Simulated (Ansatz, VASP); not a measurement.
**One calculation of AlN, two programs**

File INCAR:

```
SYSTEM = AlN
PREC = Accurate ; ENCUT = 520
EDIFF = 1E-6 ; ISMEAR = -1
SIGMA = 0.02 ; LREAL = .FALSE.
LASPH = .TRUE. ; NELM = 60
ALGO = Normal ; ISIF = 2
LWAVE = .FALSE. ; LCHARG = .FALSE.
GGA = PE ; NBANDS = 11
```

Contents of KPOINTS:

```
Automatic mesh
0
G
  10 10 10
  0 0 0
```

The input POSCAR:

```
AlN
1.0
    0.0000000000      1.9647244322      1.9647244322
    1.9647244322      0.0000000000      1.9647244322
    1.9647244322      1.9647244322      0.0000000000
Al N
1 1
Direct
    0.0000000000      0.0000000000      0.0000000000
    0.5000000000      0.5000000000      0.5000000000
```

Input for Ansatz:

```yaml
crystal:
  lattice:
    - [0.0, 1.9647244322, 1.9647244322]
    - [1.9647244322, 0.0, 1.9647244322]
    - [1.9647244322, 1.9647244322, 0.0]
  atoms:
    - { symbol: Al, position: [0.0, 0.0, 0.0] }
    - { symbol: "N", position: [0.5, 0.5, 0.5] }
kpoints:
  mp_grid: { grid: [10, 10, 10] }
  band_path:
    path:
      - [0.0, 0.0, 0.0]
      - [0.5, 0.0, 0.5]
      - [0.625, 0.25, 0.625]
      - [0.375, 0.375, 0.75]
      - [0.0, 0.0, 0.0]
      - [0.5, 0.5, 0.5]
      - [0.5, 0.25, 0.75]
      - [0.5, 0.0, 0.5]
    npoints: 5
scf:
  occupations: { method: fermi_dirac, width: 0.02 }
hamiltonian:
  xc: pbe
  pseudopotentials: { kind: all_electron, lapw: { basis_error: 0.001 } }
output:
  forces: true
  stress: true
  eigenvalues: true
```

Change from the starting cell: volume scaled by 0.98.

Alike in both runs: task single point; functional PBE; k mesh 10 × 10 × 10; occupations fermi-dirac, width 0.02 eV; no spin polarisation.

```csv
,VASP,Ansatz
version,VASP 6.6.1,Ansatz 0.2.0
potentials or method,"VASP PAW PBE potentials, release 64 (Al, N)","all-electron LAPW, scalar-relativistic"
plane-wave cutoff (eV),520,see its input
```

|  | VASP | Ansatz | Ansatz less VASP |
| --- | --- | --- | --- |
| gap on the k mesh at the Fermi level (eV) | 5.15 | 5.15 | +0.001 |
| pressure (GPa) | 32.5 | 32.8 | +0.27 |

Ansatz ran all-electron here, so the differences hold the error of VASP's frozen core and of both bases.

Caveats: so large a pressure means that the cell lies far from this level's equilibrium, or that cutoff or potentials fall short (VASP). A k mesh can miss the band edges.
